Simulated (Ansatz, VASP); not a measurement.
## One calculation of RbH3, two programs

```
Rb H
1.0
     2.61297   -2.62812    0.00000
     2.61297    2.62812    0.00000
     0.00000    0.00000    4.96571
Rb H
1 3
Direct
  0.00000 0.00000 0.00000
  0.50000 0.50000 0.28765
  0.50000 0.50000 0.50000
  0.50000 0.50000 0.71235
```

Alike in both runs: functional PBE; k mesh 8 × 8 × 6; occupations gaussian, width 0.02 eV; no spin polarisation.

Ansatz relaxed the structure, and its values are those at the end. VASP's run is a single point on that final structure, the one shown.

|  | VASP | Ansatz |
| --- | --- | --- |
| version | VASP 6.6.1 | Ansatz 0.2.0 |
| potentials or method | VASP PAW PBE potentials, release 64 (Rb_sv, H) | scalar-relativistic, plane waves, PAW |
| plane-wave cutoff (eV) | 520 | 420 |
| valence electrons in the cell | 12 | 12 |

|  | VASP | Ansatz | Ansatz less VASP |
| --- | --- | --- | --- |
| gap on the k mesh at the Fermi level (eV) | 1.81 | 1.82 | +0.006 |
| least direct gap on the mesh (eV) | 2.31 | 2.31 | +0.001 |
| pressure (GPa) | -0.1 | 0.0 | +0.06 |
| rms of the force components (eV/Å) | 0.005 | 0.001 | -0.0036 |

The functional is the same, so the differences come from potentials, cutoffs and numerics.

A k mesh can miss the band edges.
